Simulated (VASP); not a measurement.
# Nd (P6_3/mmc) in VASP: settings compared

Aim: see how the results for Nd move with the level of theory and the settings. Levels: BLYP, PBE+D3(BJ)+U. Tasks: density of states, band structure.

Program: VASP 6.6.1. These are calculated values, not measurements. Logs are shortened: lines on timing, memory, paths and dates and some standing lists are left out, and cuts for length are marked.

## Step 1: The structure

The structure is hexagonal, space group P6_3/mmc (No. 194). Conventional cell: a = 3.657 Å, b = 3.657 Å, c = 5.902 Å, α = 90.00°, β = 90.00°, γ = 120.00°. Around Nd (site symmetry -6m2) lie 12 Nd at 3.63 to 3.66 Å.

This isn't the form of Nd at room conditions, which is double hcp.

## Step 2: Density of states, BLYP, collinear spin, ferromagnetic start

File run.py:

```python
from ase.calculators.vasp import Vasp
from ase.dft.dos import DOS
from ase.spacegroup import crystal

atoms = crystal(
    ['Nd'],
    basis=[[0.6666666667, 0.3333333333, 0.75]],
    spacegroup=194,
    setting=1,
    cellpar=[3.657, 3.657, 5.902, 90.0, 90.0, 120.0],
    primitive_cell=True,
)
atoms.set_initial_magnetic_moments([3.0, 3.0])
calc = Vasp(
    directory='calc',
    xc='blyp',
    pp='PBE',
    setups='recommended',
    prec='Accurate',
    encut=520,
    ediff=1e-06,
    ismear=0,
    sigma=0.05,
    lreal=False,
    lasph=True,
    nelm=120,
    algo='Normal',
    isif=2,
    lwave=False,
    lcharg=False,
    ispin=2,
    lorbit=10,
    lmaxmix=6,
    kpts=[8, 8, 5],
    gamma=True,
    nbands=22,
)
atoms.calc = calc

print('energy (eV):', atoms.get_potential_energy())
print('free energy (eV):', atoms.get_potential_energy(force_consistent=True))
print('forces (eV/A):')
print(atoms.get_forces())
print('stress (eV/A^3, Voigt):', atoms.get_stress())
print('Fermi level (eV):', calc.get_fermi_level())
print('moment (muB):', atoms.get_magnetic_moment())
print('site moments (muB):', atoms.get_magnetic_moments())
dos = DOS(calc, width=0.05, window=(-10, 10), npts=201)
print('E - E_F (eV), DOS (1/eV)')
for e, g in zip(dos.get_energies(), dos.get_dos()):
    print(f'{e:8.3f} {g:10.4f}')
```

Potentials or basis: VASP PAW PBE potentials, release 64 (Nd_3), 4f in core.

On the command line:

```bash
$ python run.py
```

The log of the run:

```text
energy (eV): -7.33587141
free energy (eV): -7.3386394
forces (eV/A):
[[-0. -0.  0.]
 [ 0.  0.  0.]]
stress (eV/A^3, Voigt): [-0.02230968 -0.02230968 -0.02152497 -0.          0.         -0.        ]
Fermi level (eV): 4.07763931
moment (muB): 0.0003287
site moments (muB): [0. 0.]
E - E_F (eV), DOS (1/eV)
 -10.000     0.0000
  -9.900     0.0000
  -9.800     0.0000
  -9.700     0.0000
  -9.600     0.0000
  -9.500     0.0000
[... 193 lines left out ...]
   9.900     0.0864
  10.000     1.6010
```

INCAR:

```text
AGGAC = 1.000000
AGGAX = 1.000000
ALDAC = 0.000000
ENCUT = 520.000000
SIGMA = 0.050000
ALDAX = 1.000000
EDIFF = 1.00e-06
ALGO = Normal
GGA = B5
PREC = Accurate
ISIF = 2
ISMEAR = 0
ISPIN = 2
LMAXMIX = 6
LORBIT = 10
NBANDS = 22
NELM = 120
LASPH = .TRUE.
LCHARG = .FALSE.
LWAVE = .FALSE.
LREAL = .FALSE.
MAGMOM = 2*3.0000
```

Run time: 64 s. Hardware: 1 thread of Intel Xeon 6975P-C (Granite Rapids), shared host; peak memory 0.24 GiB.

What came out:

| Item | Value |
| --- | --- |
| Free energy | -7.3386 eV |
| Pressure | 3.5 GPa |
| Band gap on the k mesh | none (metal or under the smearing width) |
| Net moment | 0.00 μB per cell |
| Valence electrons inside the program's atomic spheres | Nd 8.95 |

Levels at points of the mesh, in eV from the Fermi level:
Spin up:
```tsv
k point	band 8	band 9	band 10	band 11	band 12	band 13	band 14	band 15
(0.00, 0.00, 0.00)	-18.53	-3.81	-1.98	1.39	1.39	1.45	2.03	2.03
(0.50, 0.00, 0.00)	-18.69	-1.66	-1.42	-1.20	1.08	1.17	1.50	2.08
```
Spin down:
| k point | band 7 | band 8 | band 9 | band 10 | band 11 | band 12 | band 13 | band 14 | band 15 | band 16 |
| --- | --- | --- | --- | --- | --- | --- | --- | --- | --- | --- |
| (0.00, 0.00, 0.00) | -18.56 | -18.53 | -3.81 | -1.98 | 1.39 | 1.39 | 1.45 | 2.03 | 2.03 | 2.32 |
| (0.50, 0.00, 0.00) | -18.81 | -18.69 | -1.66 | -1.42 | -1.20 | 1.08 | 1.17 | 1.50 | 2.08 | 5.48 |

States per cell in windows of 0.5 eV (zero at the Fermi level; states under -8 eV left out):
```tsv
from (eV)	up	down	Nd1_d_up	Nd2_d_up	Nd1_d_down	Nd2_d_down	Nd1_p_down	Nd2_p_down
-8.0	0.00	0.00	0.00	0.00	0.00	0.00	0.00	0.00
-7.5	0.00	0.00	0.00	0.00	0.00	0.00	0.00	0.00
-7.0	0.00	0.00	0.00	0.00	0.00	0.00	0.00	0.00
-6.5	0.00	0.00	0.00	0.00	0.00	0.00	0.00	0.00
-6.0	0.00	0.00	0.00	0.00	0.00	0.00	0.00	0.00
-5.5	0.00	0.00	0.00	0.00	0.00	0.00	0.00	0.00
-5.0	0.00	0.00	0.00	0.00	0.00	0.00	0.00	0.00
-4.5	0.00	0.00	0.00	0.00	0.00	0.00	0.00	0.00
-4.0	0.00	0.00	0.00	0.00	0.00	0.00	0.00	0.00
-3.5	0.06	0.06	0.00	0.00	0.00	0.00	0.00	0.00
-3.0	0.03	0.03	0.00	0.00	0.00	0.00	0.00	0.00
-2.5	0.14	0.14	0.00	0.00	0.00	0.00	0.00	0.00
-2.0	0.43	0.43	0.05	0.05	0.05	0.05	0.01	0.01
-1.5	0.78	0.78	0.13	0.13	0.13	0.13	0.01	0.01
-1.0	0.65	0.65	0.12	0.12	0.12	0.12	0.01	0.01
-0.5	0.82	0.82	0.18	0.18	0.18	0.18	0.02	0.02
0.0	0.84	0.84	0.19	0.19	0.19	0.19	0.02	0.02
0.5	0.36	0.36	0.08	0.08	0.08	0.08	0.01	0.01
1.0	1.07	1.07	0.27	0.27	0.27	0.27	0.02	0.02
1.5	1.02	1.02	0.26	0.26	0.26	0.26	0.02	0.02
2.0	0.89	0.89	0.24	0.24	0.24	0.24	0.02	0.02
2.5	0.49	0.49	0.14	0.14	0.14	0.14	0.01	0.01
3.0	0.40	0.40	0.13	0.13	0.13	0.13	0.00	0.00
3.5	0.22	0.22	0.08	0.08	0.08	0.08	0.00	0.00
4.0	0.57	0.57	0.20	0.20	0.20	0.20	0.00	0.00
4.5	0.86	0.86	0.31	0.31	0.31	0.31	0.01	0.01
5.0	0.42	0.42	0.17	0.17	0.17	0.17	0.00	0.00
5.5	0.79	0.79	0.30	0.30	0.30	0.30	0.01	0.01
6.0	0.24	0.24	0.08	0.08	0.08	0.08	0.01	0.01
6.5	0.48	0.48	0.13	0.13	0.13	0.13	0.01	0.01
7.0	0.29	0.29	0.06	0.06	0.06	0.06	0.01	0.01
7.5	0.14	0.14	0.03	0.03	0.03	0.03	0.01	0.01
```

Caveat: the magnetic or orbital state may not be the lowest; the PAW data sets were made with another functional, which shifts forces and pressure a little; spin-orbit coupling is left out, which moves the levels of the heavy elements; the 4f electrons are frozen in the core as for a trivalent ion, so they carry no moment and show no levels.

## Step 3: Band structure, PBE+D3(BJ)+U, collinear spin, ferrimagnetic start

File POSCAR:

```
Nd
1.0
    3.6570000000      0.0000000000      0.0000000000
   -1.8285000000      3.1670549016      0.0000000000
    0.0000000000      0.0000000000      5.9020000000
Nd
2
Cartesian
    1.8285000002      1.0556849671      4.4265000000
   -0.0000000002      2.1113699345      1.4755000000
```

File INCAR.step1:

```
ALGO = Normal
EDIFF = 1E-7
ENCUT = 520
GGA = PE
ISIF = 2
ISMEAR = 0
ISPIN = 2
IVDW = 12
LASPH = True
LCHARG = True
LDAU = True
LDAUJ = 1
LDAUL = 3
LDAUPRINT = 1
LDAUTYPE = 2
LDAUU = 6
LMAXMIX = 6
LORBIT = 11
LREAL = False
LWAVE = False
MAGMOM = 3 -1.5
NELM = 150
PREC = Accurate
SIGMA = 0.05
```

File KPOINTS.step1:

```
k-points
0
Gamma
  8 8 5
```

File INCAR.step2:

```
ALGO = Normal
EDIFF = 1E-7
ENCUT = 520
GGA = PE
ICHARG = 11
ISIF = 2
ISMEAR = 0
ISPIN = 2
IVDW = 12
LASPH = True
LCHARG = False
LDAU = True
LDAUJ = 1
LDAUL = 3
LDAUPRINT = 1
LDAUTYPE = 2
LDAUU = 6
LMAXMIX = 6
LORBIT = 11
LREAL = False
LWAVE = False
MAGMOM = 3 -1.5
NELM = 150
PREC = Accurate
SIGMA = 0.05
```

File KPOINTS.step2:

```
path GMKGALHA,LM,KH
15
line-mode
reciprocal
 0.0000000000  0.0000000000  0.0000000000  G
 0.5000000000  0.0000000000  0.0000000000  M

 0.5000000000  0.0000000000  0.0000000000  M
 0.3333333333  0.3333333333  0.0000000000  K

 0.3333333333  0.3333333333  0.0000000000  K
 0.0000000000  0.0000000000  0.0000000000  G

 0.0000000000  0.0000000000  0.0000000000  G
 0.0000000000  0.0000000000  0.5000000000  A

 0.0000000000  0.0000000000  0.5000000000  A
 0.5000000000  0.0000000000  0.5000000000  L

 0.5000000000  0.0000000000  0.5000000000  L
 0.3333333333  0.3333333333  0.5000000000  H

 0.3333333333  0.3333333333  0.5000000000  H
 0.0000000000  0.0000000000  0.5000000000  A

 0.5000000000  0.0000000000  0.5000000000  L
 0.5000000000  0.0000000000  0.0000000000  M

 0.3333333333  0.3333333333  0.0000000000  K
 0.3333333333  0.3333333333  0.5000000000  H
```

Potentials or basis: VASP PAW PBE potentials, release 64 (Nd_3), 4f in core.

On the command line:

```bash
$ cat potpaw_PBE.64/Nd_3/POTCAR > POTCAR
$ cp INCAR.step1 INCAR
$ cp KPOINTS.step1 KPOINTS
$ mpirun -np 1 vasp_std > vasp.out
$ cp INCAR.step2 INCAR
$ cp KPOINTS.step2 KPOINTS
$ mpirun -np 1 vasp_std > vasp.out
```

Wall time 5.6 min (1 thread of Intel Xeon Platinum 8375C at 2.90GHz (Ice Lake), shared host); peak memory 0.36 GiB.

Results (log left out):

```yaml
Band_gap_along_the_path: none (metal or under the smearing width)
Net_moment: 0.00 μB per cell
Dispersion_energy_per_atom: -0.385 eV
```

Levels at the corners of the path, in eV from the Fermi level:
Spin up:
| point | band 7 | band 8 | band 9 | band 10 | band 11 | band 12 | band 13 | band 14 | band 15 | band 16 |
| --- | --- | --- | --- | --- | --- | --- | --- | --- | --- | --- |
| Γ | -18.48 | -18.45 | -3.94 | -2.00 | 1.48 | 1.48 | 1.55 | 2.12 | 2.14 | 2.14 |
| M | -18.73 | -18.62 | -1.65 | -1.46 | -1.20 | 0.96 | 1.26 | 1.51 | 2.13 | 5.67 |
| M | -18.73 | -18.62 | -1.65 | -1.46 | -1.20 | 0.96 | 1.26 | 1.51 | 2.13 | 5.67 |
| K | -18.90 | -18.90 | -1.23 | -0.27 | -0.27 | -0.02 | 1.03 | 1.03 | 2.42 | 4.83 |
| K | -18.90 | -18.90 | -1.23 | -0.27 | -0.27 | -0.02 | 1.03 | 1.03 | 2.42 | 4.83 |
| Γ | -18.48 | -18.45 | -3.94 | -2.00 | 1.48 | 1.48 | 1.55 | 2.12 | 2.14 | 2.14 |
| Γ | -18.48 | -18.45 | -3.94 | -2.00 | 1.48 | 1.48 | 1.55 | 2.12 | 2.14 | 2.14 |
| A | -18.56 | -18.56 | -2.50 | -2.50 | 0.79 | 0.79 | 1.42 | 1.42 | 1.42 | 1.42 |
| A | -18.56 | -18.56 | -2.50 | -2.50 | 0.79 | 0.79 | 1.42 | 1.42 | 1.42 | 1.42 |
| L | -18.75 | -18.75 | -1.84 | -1.84 | -0.31 | -0.31 | 2.49 | 2.49 | 2.84 | 2.84 |
| L | -18.75 | -18.75 | -1.84 | -1.84 | -0.31 | -0.31 | 2.49 | 2.49 | 2.84 | 2.84 |
| H | -18.65 | -18.65 | -0.63 | -0.63 | -0.28 | -0.28 | 0.91 | 0.91 | 2.57 | 2.57 |
| H | -18.65 | -18.65 | -0.63 | -0.63 | -0.28 | -0.28 | 0.91 | 0.91 | 2.57 | 2.57 |
| A | -18.56 | -18.56 | -2.50 | -2.50 | 0.79 | 0.79 | 1.42 | 1.42 | 1.42 | 1.42 |
| L | -18.75 | -18.75 | -1.84 | -1.84 | -0.31 | -0.31 | 2.49 | 2.49 | 2.84 | 2.84 |
| M | -18.73 | -18.62 | -1.65 | -1.46 | -1.20 | 0.96 | 1.26 | 1.51 | 2.13 | 5.66 |
| K | -18.90 | -18.90 | -1.23 | -0.27 | -0.27 | -0.02 | 1.03 | 1.03 | 2.42 | 4.83 |
| H | -18.65 | -18.65 | -0.63 | -0.63 | -0.28 | -0.28 | 0.91 | 0.91 | 2.57 | 2.57 |
Spin down:
```
point  band 8  band 9  band 10  band 11  band 12  band 13  band 14  band 15
    Γ  -18.45   -3.94    -2.00     1.48     1.48     1.55     2.12     2.14
    M  -18.62   -1.65    -1.46    -1.20     0.96     1.26     1.51     2.13
    M  -18.62   -1.65    -1.46    -1.20     0.96     1.26     1.51     2.13
    K  -18.90   -1.23    -0.27    -0.27    -0.02     1.03     1.03     2.42
    K  -18.90   -1.23    -0.27    -0.27    -0.02     1.03     1.03     2.42
    Γ  -18.45   -3.94    -2.00     1.48     1.48     1.55     2.12     2.14
    Γ  -18.45   -3.94    -2.00     1.48     1.48     1.55     2.12     2.14
    A  -18.56   -2.50    -2.50     0.79     0.79     1.42     1.42     1.42
    A  -18.56   -2.50    -2.50     0.79     0.79     1.42     1.42     1.42
    L  -18.75   -1.84    -1.84    -0.31    -0.31     2.49     2.49     2.84
    L  -18.75   -1.84    -1.84    -0.31    -0.31     2.49     2.49     2.84
    H  -18.65   -0.63    -0.63    -0.28    -0.28     0.91     0.91     2.57
    H  -18.65   -0.63    -0.63    -0.28    -0.28     0.91     0.91     2.57
    A  -18.56   -2.50    -2.50     0.79     0.79     1.42     1.42     1.42
    L  -18.75   -1.84    -1.84    -0.31    -0.31     2.49     2.49     2.84
    M  -18.62   -1.65    -1.46    -1.20     0.96     1.26     1.51     2.13
    K  -18.90   -1.23    -0.27    -0.27    -0.02     1.03     1.03     2.42
    H  -18.65   -0.63    -0.63    -0.28    -0.28     0.91     0.91     2.57
```

Caveat: the log is that of the step along the path at fixed density, whose energy, stress, charges and moments have no meaning; the magnetic or orbital state may not be the lowest; U is put on an f shell that these potentials keep in the core, so it has next to no effect; spin-orbit coupling is left out, which moves the levels of the heavy elements; the 4f electrons are frozen in the core as for a trivalent ion, so they carry no moment and show no levels; pairwise dispersion overbinds metals, which lowers pressure and volume. The state reached can hang on the start; a lower one may exist.

## Step 4: For comparison

An earlier run on the cell as given: functional PBE; potentials or basis VASP PAW PBE potentials, release 64 (Nd); cutoff 520 eV; k mesh 8 × 8 × 5; occupations fermi-dirac, width 0.05 eV; collinear spin, ferromagnetic start; starting moments [3.0, 3.0] μB.

- Pressure: 0.4 GPa
- Band gap on the k mesh: none (metal or under the smearing width)
- Net moment: 8.23 μB per cell
- Site moments: Nd +3.36 μB
- Valence electrons inside the program's atomic spheres: Nd 11.21

## Step 5: Overview

| task | level | potentials or basis | spin | U | smearing | LDAUTYPE | hund's J | gap on the mesh (eV) | pressure (GPa) | moment (μB) |
| --- | --- | --- | --- | --- | --- | --- | --- | --- | --- | --- |
| density of states | BLYP | VASP PAW PBE potentials, release 64 (Nd_3), 4f in core | collinear, ferromagnetic start | - | gaussian 0.05 eV | - | - | none | 3.5 | 0.00 |
| band structure | PBE+D3(BJ)+U | VASP PAW PBE potentials, release 64 (Nd_3), 4f in core | collinear, ferrimagnetic start | Nd f U = 6 eV, J = 1.0 eV | gaussian 0.05 eV | 2 | 1 | - | - | 0.00 |
| single point | PBE | VASP PAW PBE potentials, release 64 (Nd) | collinear, ferromagnetic start | - | fermi-dirac 0.05 eV | - | - | none | 0.4 | 8.23 |

Alike in all rows: cell as given; k mesh 8 × 8 × 5; cutoff (eV) 520.

Caveats: the magnetic or orbital state may not be the lowest; spin-orbit coupling is left out, which moves the levels of the heavy elements; the 4f electrons are frozen in the core as for a trivalent ion, so they carry no moment and show no levels (some runs); the PAW data sets were made with another functional, which shifts forces and pressure a little (some runs); U is put on an f shell that these potentials keep in the core, so it has next to no effect (some runs); pairwise dispersion overbinds metals, which lowers pressure and volume (some runs).

Absolute energies hang on the potentials; compare differences alone.
